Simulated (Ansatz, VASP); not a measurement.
Mg: VASP beside Ansatz

```
CELL_PARAMETERS angstrom
3.13250 0.00000 0.00000
-1.56625 2.71283 0.00000
0.00000 0.00000 5.08489
ATOMIC_POSITIONS crystal
Mg 0.33333 0.66667 0.25000
Mg 0.66667 0.33333 0.75000
```

Alike in both runs: task single point; functional LDA; k mesh 12 × 12 × 6; occupations gaussian, width 1 eV; no spin polarisation.

```csv
,VASP,Ansatz
version,VASP 6.6.1,Ansatz 0.2.0
potentials or method,"VASP PAW LDA potentials, release 64 (Mg)","plane waves (420 eV) with PAW, scalar-relativistic"
plane-wave cutoff (eV),520,420
valence electrons in the cell,4,20
```

```csv
,VASP,Ansatz,Ansatz less VASP
pressure (GPa),0.2,0.6,+0.33
```

The two sets of potentials don't hold the same shells in valence. Ansatz warned: «pseudo_functional_mismatch».
